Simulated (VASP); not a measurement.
## FePt (Tetraferroplatinum) under changes of volume

One of the cells (14.072 Å³/atom); the others are scaled copies at fixed shape and fractional positions:

```xyz
2
Lattice="2.7415 0.0000 0.0000 0.0000 2.7415 0.0000 0.0000 0.0000 3.7446" Properties=species:S:1:pos:R:3 pbc="T T T"
Pt    1.3708    1.3708    1.8723
Fe    0.0000    0.0000    0.0000
```

| Quantity | Value |
| --- | --- |
| Program | VASP 6.6.1 |
| Functional | PBE |
| Potentials or basis | VASP PAW PBE potentials, release 64 (Pt, Fe) |
| Cutoff | 520 eV |
| k mesh | 10 × 10 × 7 |
| Occupations | fermi-dirac, width 0.05 eV |
| Spin | collinear spin, ferromagnetic start |
| Starting moments | [0.0, 3.0] μB |

```csv
volume (Å³/atom),energy over the lowest point (meV/atom),pressure (GPa),moment (μB per cell)
12.969,?,?,?
13.245,28.16,12.9,3.21
13.521,10.61,7.6,3.24
14.072,0.00,-1.1,3.31
14.348,4.97,-4.7,3.35
14.624,15.84,-7.9,3.39
```

Question: What does the run at 12.969 Å³/atom give?

Answer: Energy over the lowest point 55.51 meV/atom; pressure 18.9 GPa; moment 3.19 μB per cell.

Worked out: A Birch-Murnaghan fit of order 3 (a polynomial in V^(-2/3)) to the other rows has its minimum at 14.00 Å³/atom with B0 = V·E''(V) = 201 GPa and B' = 5.3 at fixed shape and positions, which overstates the stiffness. It gives 55.30 meV/atom at 12.969 Å³/atom, against the run's 55.51, and -dE/dV = 18.8 GPa, against 18.9. A straight line through the other rows of the moment, of slope 0.131 μB per Å³/atom, extrapolates to 3.17 μB, against the run's 3.19.

Energies are extrapolated to zero smearing.
